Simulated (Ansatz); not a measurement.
# Bands of Sr

```xyz
1
Lattice="-2.4022 2.4022 2.4022 2.4022 -2.4022 2.4022 2.4022 2.4022 -2.4022" Properties=species:S:1:pos:R:3 pbc="T T T"
Sr    0.0000    0.0000    0.0000
```

The conventional cell has a = 4.804 Å, b = 4.804 Å, c = 4.804 Å, α = 90.00°, β = 90.00°, γ = 90.00°. Sr (atom 1) is surrounded by 8 Sr at 4.16 Å.

The cell is the one relaxed in the Materials Project (mp-95), not relaxed further here; entries there can be hypothetical.

The calculation used DFT, PBE, all-electron LAPW, Dirac equation with spin-orbit coupling (Ansatz 0.2.0).

Sampling and basis: a Γ-centred 10×10×10 k mesh, Fermi–Dirac smearing of 0.05 eV, basis error target 0.5 meV/atom, no spin polarisation.

Points in fractions of the reciprocal vectors of this cell: Γ (0, 0, 0), H (0.5, -0.5, 0.5), N (0, 0, 0.5), P (0.25, 0.25, 0.25). The path joins them by straight lines in the order Γ–H–N–Γ–P–H–P–N; legs that retrace an earlier one aren't tabulated. Energies are in eV from the Fermi level.

Metal or insulator at this level of theory?

No gap opens: metallic or semimetallic.

Tabulate bands 16 to 23, counted from the lowest band of the run, along the path.


```
k (1/Å)  point  band 16  band 17  band 18  band 19  band 20  band 21  band 22  band 23
   0.00      Γ   -18.13   -18.13   -18.13    -3.64    -3.64     2.35     2.35     2.35
   0.26          -18.16   -18.15   -18.15    -3.31    -3.31     2.20     2.20     2.23
   0.52          -18.20   -18.18   -18.18    -2.39    -2.39     1.77     1.77     2.06
   0.78          -18.25   -18.23   -18.23    -1.14    -1.14     0.74     0.74     2.24
   1.05          -18.27   -18.27   -18.27    -0.25    -0.25     0.09     0.09     2.83
   1.31      H   -18.28   -18.28   -18.28    -0.14    -0.14    -0.14    -0.14     3.40
   1.49          -18.28   -18.27   -18.27    -0.11    -0.11    -0.07    -0.07     2.76
   1.68          -18.28   -18.24   -18.24    -0.06    -0.06    -0.03    -0.03     2.01
   1.86          -18.28   -18.20   -18.20    -0.41    -0.41     0.05     0.05     1.76
   2.05          -18.28   -18.17   -18.17    -0.84    -0.84     0.15     0.15     1.35
   2.23      N   -18.28   -18.16   -18.16    -1.01    -1.01     0.19     0.19     1.21
   2.42          -18.27   -18.16   -18.16    -1.47    -1.47     0.51     0.51     1.29
   2.60          -18.23   -18.15   -18.15    -2.27    -2.27     1.10     1.10     1.53
   2.79          -18.19   -18.14   -18.14    -2.99    -2.99     1.76     1.76     1.87
   2.97          -18.15   -18.14   -18.14    -3.48    -3.48     2.21     2.21     2.24
   3.16      Γ   -18.13   -18.13   -18.13    -3.64    -3.64     2.35     2.35     2.35
   3.38          -18.16   -18.14   -18.14    -3.39    -3.39     2.13     2.13     2.14
   3.61          -18.21   -18.15   -18.15    -2.69    -2.69     1.52     1.52     1.53
   3.84          -18.25   -18.17   -18.17    -1.65    -1.65     0.91     0.91     0.93
   4.06          -18.26   -18.20   -18.20    -0.46    -0.46     0.51     0.51     0.55
   4.29      P   -18.23   -18.23   -18.23     0.27     0.27     0.35     0.35     0.35
   4.52          -18.26   -18.20   -18.20     0.19     0.19     0.24     0.24     0.27
   4.74          -18.28   -18.20   -18.20     0.16     0.16     0.21     0.21     0.29
   4.97          -18.28   -18.23   -18.23     0.06     0.06     0.10     0.10     1.01
   5.20          -18.28   -18.26   -18.26    -0.07    -0.07    -0.06    -0.06     2.33
   5.42      H   -18.28   -18.28   -18.28    -0.14    -0.14    -0.14    -0.14     3.40
   6.56      P   -18.23   -18.23   -18.23     0.27     0.27     0.35     0.35     0.35
   6.69          -18.25   -18.21   -18.21     0.12     0.12     0.23     0.23     0.49
   6.82          -18.27   -18.20   -18.20    -0.28    -0.28     0.18     0.18     0.70
   6.95          -18.27   -18.18   -18.18    -0.67    -0.67     0.17     0.17     0.93
   7.08          -18.28   -18.17   -18.17    -0.92    -0.92     0.18     0.18     1.13
   7.21      N   -18.28   -18.16   -18.16    -1.01    -1.01     0.19     0.19     1.21
```
